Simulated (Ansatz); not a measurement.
# Be: pressure against volume, fitted

```yaml
crystal:
  lattice:
    - [3.74681, 0.00000, 0.00000]
    - [0.00000, 3.74681, 0.00000]
    - [0.00000, 0.00000, 2.28128]
  atoms:
    - { symbol: Be, position: [0.29741, 0.29741, 0.00000] }
    - { symbol: Be, position: [0.70259, 0.70259, 0.00000] }
    - { symbol: Be, position: [0.20259, 0.79741, 0.50000] }
    - { symbol: Be, position: [0.79741, 0.20259, 0.50000] }
```

Atoms are numbered in the order listed.

The cell is the one relaxed in the Materials Project (mp-1008501), not relaxed further here; entries there can be hypothetical.

Level of theory: Ansatz 0.2.0, DFT, PBE, all-electron LAPW, scalar-relativistic.

The runs use a Γ-centred 9×9×14 k mesh, Fermi–Dirac smearing of 0.05 eV, basis error target 1 meV/atom, no spin polarisation.

The cell is scaled evenly. Fractional coordinates are held (clamped ions).

```
V (Å³/atom)  P (GPa)
      7.526     8.13
      7.686     5.16
      7.846     2.44
      7.926     1.17
      8.007    -0.05
      8.087    -1.21
      8.167    -2.33
      8.487    -6.35
```

(1) Fit a third-order Birch–Murnaghan curve to the pressures.

(2) Predict the pressure at the withheld volume, 8.327 Å³/atom.

Answers

(1) P = (3B0/2)(y^(7/2) − y^(5/2))[1 + (3/4)(B0′ − 4)(y − 1)] with y = (V0/V)^(2/3) fits within 0.01 GPa for V0 = 8.003 Å³/atom, B0 = 119.4 GPa and B0′ = 3.34.

(2) There y = 0.9739, so the fit gives -4.43 GPa; the run gave -4.42 GPa.
